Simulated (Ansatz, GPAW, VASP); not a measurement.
Al: programs and potentials compared

```
Al
1.0
     0.00000    2.02481    2.02481
     2.02481    0.00000    2.02481
     2.02481    2.02481    0.00000
Al
1
Cartesian
  0.0000 0.0000 0.0000
```

Alike in all runs: task single point; functional PBE; k mesh 11 × 11 × 11; occupations gaussian, width 0.015 eV; no spin polarisation; no spin-orbit coupling. Pressure is positive in compression and, in plane waves, holds the error of the finite cutoff.

```tsv
program and potentials	plane-wave cutoff (eV)	notes	pressure (GPa)
VASP, PBE PAW files Al, 520 eV	520	-	-0.55
Ansatz, all-electron LAPW, scalar-relativistic	-	-	-0.51
GPAW, GPAW PAW data sets (gpaw-data 1.2.1)	600	-	-0.39
```

The pressure spans -0.55 (VASP, PBE PAW files Al, 520 eV) to -0.39 GPa (GPAW, GPAW PAW data sets (gpaw-data 1.2.1)), with all-electron results at -0.51.

Differences between rows come from potentials, basis sets and numerical settings, since the functional is the same but for its coding. Runs on potential files found faulty are left out.
